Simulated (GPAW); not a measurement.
# CdTe (F-43m) in GPAW: reference runs

How does CdTe come out in PBE? The cell is run as given.

All numbers are computed with GPAW 26.7.0; they aren't measurements. Logs are shortened: lines on timing, memory, paths and dates and some standing lists are left out, and cuts for length are marked. The log counts tension as positive stress, the text compression.

**Measured values to compare with.**

From a printed reference work, data compilation, for a bulk crystal of CdTe at 0 K: band gap 1.607 eV.

The results are compared with them further down.

### 1 Starting point

It takes space group F-43m (No. 216, cubic). Conventional cell: a = 6.410 Å, b = 6.410 Å, c = 6.410 Å, α = 90.00°, β = 90.00°, γ = 90.00°. Te (site symmetry -43m) has 4 Cd at 2.78 Å as nearest neighbours. Cd (site symmetry -43m) has 4 Te at 2.78 Å as nearest neighbours.

### 2 Single point, PBE

run.py

```python
from ase import Atoms
from ase.dft.bandgap import bandgap
from ase.io import write
from ase.units import GPa
from gpaw import GPAW, PW

atoms = Atoms(['Te', 'Cd'],
              cell=[[0.0, 3.205, 3.205],
                    [3.205, 0.0, 3.205],
                    [3.205, 3.205, 0.0]],
              scaled_positions=[[0.75, 0.75, 0.75],
                                [0.0, 0.0, 0.0]],
              pbc=True)

calc = GPAW(mode=PW(600),
            xc='PBE',
            kpts={'size': (7, 7, 7), 'gamma': True},
            occupations={'name': 'fermi-dirac', 'width': 0.05},
            nbands=18,
            convergence={'density': 1e-05, 'energy': 1e-05},
            maxiter=150,
            txt='gpaw.txt')
atoms.calc = calc
energy = atoms.get_potential_energy()
forces = atoms.get_forces()
stress = atoms.get_stress()
calc.write('gs.gpw')
write('result.traj', atoms)
print(f'Energy: {energy:.6f} eV')
print('Forces (eV/A):')
print(forces.round(4))
print('Stress (GPa):', (stress / GPa).round(3))
print('Fermi level:', round(calc.get_fermi_level(), 4), 'eV')
print(f'Gap: {bandgap(calc)[0]:.4f} eV, direct: {bandgap(calc, direct=True)[0]:.4f} eV')
```

Potentials or basis: GPAW PAW data sets (gpaw-data 1.2.1), pw.

Command:

```sh
OMP_NUM_THREADS=1 python run.py
```

gpaw.txt:

```text
__  _  _
 | _ |_)|_||  |
 |__||  | ||/\| - 26.7.0

Input parameters:
  mode=PW(ecut=600.0),
  convergence={'density': 1e-05, 'energy': 1e-05},
  kpts=MonkhorstPack(size=(7, 7, 7), gamma=True),
  maxiter=150,
  nbands=18,
  occupations=Occupations(name='fermi-dirac', width=0.05),
  xc=XC(name='PBE')

Diagonalizing LCAO Hamiltonian
Converting LCAO to pw mode

                      Te

       Cd

Atoms  # Å, Bohr magnetons
|   | symbol |        x |        y |        z |    initial magnetic moments |
|---|--------|----------|----------|----------|-----------------------------|
| 0 |     Te | 4.807500 | 4.807500 | 4.807500 | ( 0.0000,  0.0000,  0.0000) |
| 1 |     Cd | 0.000000 | 0.000000 | 0.000000 | ( 0.0000,  0.0000,  0.0000) |

Unit cell  # Å
| periodic |        x |        y |        z |  lengths |    angles |
|----------|----------|----------|----------|----------|-----------|
|      yes | 0.000000 | 3.205000 | 3.205000 | 4.532554 | 60.000000 |
|      yes | 3.205000 | 0.000000 | 3.205000 | 4.532554 | 60.000000 |
|      yes | 3.205000 | 3.205000 | 0.000000 | 4.532554 | 60.000000 |

Number of symmetries: 24
Symmetry operations  # r_c * U_cc + t_c -> r_c
|    | kind |            matrix            |
|----|------|------------------------------|
|  0 |  E   |  1, 0, 0,  0, 1, 0,  0, 0, 1 |
|  1 |  σ   |  1, 0, 0,  0, 0, 1,  0, 1, 0 |
|  2 |  σ   |  1, 0,-1,  0, 1,-1,  0, 0,-1 |
|  3 |  C3  |  1, 0,-1,  0, 0,-1,  0, 1,-1 |
|  4 |  C3  |  1,-1, 0,  0,-1, 1,  0,-1, 0 |
|  5 |  σ   |  1,-1, 0,  0,-1, 0,  0,-1, 1 |
|  6 |  σ   |  0, 1, 0,  1, 0, 0,  0, 0, 1 |
|  7 |  C3  |  0, 1, 0,  0, 0, 1,  1, 0, 0 |
|  8 |  C2  |  0, 1,-1,  1, 0,-1,  0, 0,-1 |
|  9 |  S4  |  0, 1,-1,  0, 0,-1,  1, 0,-1 |
| 10 |  C3  |  0, 0, 1,  1, 0, 0,  0, 1, 0 |
| 11 |  σ   |  0, 0, 1,  0, 1, 0,  1, 0, 0 |
| 12 |  S4  |  0, 0,-1,  1, 0,-1,  0, 1,-1 |
| 13 |  C3  |  0, 0,-1,  0, 1,-1,  1, 0,-1 |
| 14 |  S4  |  0,-1, 1,  1,-1, 0,  0,-1, 0 |
| 15 |  C2  |  0,-1, 1,  0,-1, 0,  1,-1, 0 |
| 16 |  C3  |  0,-1, 0,  1,-1, 0,  0,-1, 1 |
| 17 |  S4  |  0,-1, 0,  0,-1, 1,  1,-1, 0 |
| 18 |  S4  | -1, 1, 0, -1, 0, 1, -1, 0, 0 |
| 19 |  C3  | -1, 1, 0, -1, 0, 0, -1, 0, 1 |
| 20 |  C3  | -1, 0, 1, -1, 1, 0, -1, 0, 0 |
| 21 |  S4  | -1, 0, 1, -1, 0, 0, -1, 1, 0 |
| 22 |  σ   | -1, 0, 0, -1, 1, 0, -1, 0, 1 |
| 23 |  C2  | -1, 0, 0, -1, 0, 1, -1, 1, 0 |

BZ-sampling:
  Number of BZ points: 343
  Number of IBZ points: 20

  Monkhorst-Pack size: [7, 7, 7]
  Monkhorst-Pack shift: [0, 0, 0]

K-points  # in reciprocal-cell coordinates
|     |                                coordinates |     weight |
|-----|--------------------------------------------|------------|
|   0 | (  0.00000000,   0.00000000,   0.00000000) | 0.00291545 |
|   1 | (  0.14285714,   0.14285714,   0.00000000) | 0.01749271 |
|   2 | (  0.14285714,   0.14285714,   0.14285714) | 0.02332362 |
|   3 | (  0.28571429,   0.14285714,   0.14285714) | 0.03498542 |
|   4 | (  0.28571429,   0.28571429,   0.00000000) | 0.01749271 |
|   5 | (  0.28571429,   0.28571429,   0.14285714) | 0.06997085 |
|   6 | (  0.28571429,   0.28571429,   0.28571429) | 0.02332362 |
|   7 | (  0.42857143,  -0.28571429,  -0.28571429) | 0.03498542 |
|   8 | (  0.42857143,   0.28571429,  -0.42857143) | 0.13994169 |
|   9 | (  0.42857143,   0.28571429,  -0.28571429) | 0.06997085 |
| ... |                                            |            |
|  19 | (  0.42857143,   0.42857143,   0.42857143) | 0.02332362 |

Plane wave coefficients: 2213
Cutoff: 600.0 eV

Spin-components: 1 (collinear spins)
Bands:           18
Projectors:      11
Spin-degeneracy: 2
Datatype:        complex128

Density:
  Valence electrons: 18.0
  Components: 1
  Grid points: [27 27 27]
  Charge: 0.0  # |e|

Potential:
  Grid points: [27 27 27]

species:
  Te:
    name:    Tellurium
    Z:       52.0
    valence: 6
    core:    46
    charge:  0.0  # [|e|]
    compensation charges:
      type: gauss
      rc: 0.36  # [Å]
      lmax: 2
    cutoffs:
      filter: 2.09  # [Å]
      core: 3.17  # [Å]
    projectors
    | kind |    occ | energy [eV] | rcut [Å] |
    |------|--------|-------------|----------|
    |   5s |  2.000 |     -15.089 |    1.180 |
    |   5p |  4.000 |      -5.955 |    1.196 |
    |    s |        |      12.123 |    1.180 |
    |    p |        |      21.256 |    1.196 |
    |    d |        |       0.000 |    1.238 |

    Using partial waves for Te as LCAO basis

  Cd:
    name:    Cadmium
    Z:       48.0
    valence: 12
    core:    36
    charge:  0.0  # [|e|]
    compensation charges:
      type: gauss
      rc: 0.38  # [Å]
      lmax: 2
    cutoffs:
      filter: 2.12  # [Å]
      core: 2.62  # [Å]
    projectors
    | kind |    occ | energy [eV] | rcut [Å] |
    |------|--------|-------------|----------|
    |   5s |  2.000 |      -5.655 |    1.191 |
    |   5p |  0.000 |      -1.186 |    1.228 |
    |   4d | 10.000 |     -11.739 |    1.164 |
    |    s |        |      21.556 |    1.191 |
    |    p |        |      26.026 |    1.228 |
    |    d |        |      15.473 |    1.164 |

    Using partial waves for Cd as LCAO basis

Reference energy: -336963.801770  # eV

eigensolver:
  PPCG
  Converge bands: occupied
  niter=2

density mixing:
  MSR1-Mixer
  Pratt-step length: 0.05
  Maximum mixing coefficient: 0.75
  Old densities: 10
  SVD Regularization: 0.005
  Good broyden scale: 1.0
  Trust region scale: 1.0
  Backstep threshold: 4.0
  History deletion threshold: 6.0
  Fourier metric: weight=20.0, sigma=0.015

occupation numbers:
  Fermi-Dirac:
    width: 0.0500  # eV

poisson solver:
  ecut: 4800.0  # eV

xc functional:
  name: PBE with 2 nearest neighbor stencil

convergence criteria:
- Maximum integral of absolute [dens]ity change: 1e-05 electrons / valence electron
- Maximum [total energy] change in last 3 cyles: 1e-05 eV / valence electron
- Maximum integral of absolute [eigenst]ate change: 4e-08 eV^2 / valence electron
maximum number of iterations: 150

SCF iterations
|iter     | |      energy | eigst |  dens |
|---------|-|-------------|-------|-------|
|iter:   1| |   -5.224094 | -0.35 |       |
|iter:   2| |   -5.180483 | -2.35 | -1.25 |
|iter:   3| |   -5.012910 | -1.76 | -1.30 |
|iter:   4| |   -5.011877 | -3.30 | -1.78 |
|iter:   5| |   -5.011535 | -3.79 | -2.23 |
|iter:   6| |   -5.011575 | -5.47 | -2.93 |
|iter:   7| |   -5.011579c| -6.69 | -3.55 |
|iter:   8| |   -5.011579c| -7.82c| -4.44 |
|iter:   9| |   -5.011579c| -8.39c| -5.29c|

Converged in 9 steps
Energy contributions relative to reference atoms: (reference = -336963.801770)

Energy contributions:
  Kinetic:          22.188501
  Coulomb:         -20.046611
  Zero:              0.257853
  External:          0.000000
  Xc:               -7.411321
  Entropy:          -0.000002
  Spinorbit:         0.000000
  ----------------------------
  Free energy:      -5.011580
  Extrapolated:     -5.011579

dipole moment: (-16.516115, -16.516115, -16.516115)  # |e|*Ang

Fermi level: 4.553
Eigenvalues  # (at kpt = [0.000, 0.000, 0.000])
| band index |      eig [eV] | occ [0-2] |
|------------|---------------|-----------|
|          0 |        -7.269 |     2.000 |
|          1 |        -4.271 |     2.000 |
|          2 |        -4.271 |     2.000 |
|          3 |        -4.271 |     2.000 |
|          4 |        -3.983 |     2.000 |
|          5 |        -3.983 |     2.000 |
|          6 |         4.087 |     2.000 |
|          7 |         4.087 |     2.000 |
|          8 |         4.087 |     2.000 |
|          9 |         4.958 |     0.001 |
|         10 |         8.660 |     0.000 |
|         11 |         8.660 |     0.000 |
|         12 |         8.660 |     0.000 |
|         13 |        11.599 |     0.000 |
|         14 |        13.622 |     0.000 |
|         15 |        13.622 |     0.000 |
|         16 |        14.187 |     0.000 |
|         17 |        14.187 |     0.000 |

Gap: 0.871 eV
Transition (v -> c):
  (s=0, k=0, n=8, [0.00, 0.00, 0.00]) -> (s=0, k=0, n=9, [0.00, 0.00, 0.00])
No difference between direct/indirect transitions

Forces  # eV/Ang
|        x |       y |        z |
|----------|---------|----------|
|  0.00000 | 0.00000 |  0.00000 |  # Te   0
| -0.00000 | 0.00000 | -0.00000 |  # Cd   1

Stress tensor  # eV/Ang^3
|         x |         y |         z |
|-----------|-----------|-----------|
| -0.023806 |  0.000000 | -0.000000 |
|  0.000000 | -0.023806 |  0.000000 |
| -0.000000 |  0.000000 | -0.023806 |

# Writing to gs.gpw (mode='')
```

It took 29 s on 1 thread of AMD EPYC, shared host; peak memory 0.17 GiB.

Results:

```
Free energy            : -5.0116 eV
Pressure               : 3.8 GPa
Band gap on the k mesh : 0.87 eV, direct
```

Levels at points of the mesh, in eV from the valence-band top:
```csv
k point,band 5,band 6,band 7,band 8,band 9,band 10,band 11,band 12,band 13,band 14
"(0.00, 0.00, 0.00)",-8.07,-8.07,0.00,0.00,0.00,0.87,4.57,4.57,4.57,7.51
```

Caveat: spin-orbit coupling is left out, which moves the levels of the heavy elements.

### 3 Against experiment

Step 2. Measured gap of CdTe: 1.607 eV (0 K; a printed reference work, data compilation). This calculation gives 0.87 eV (-0.74 eV). Spin-orbit coupling on Cd, Te is left out. The value is that of PBE, without temperature or zero-point motion. Semilocal functionals fall short of measured gaps as a rule.
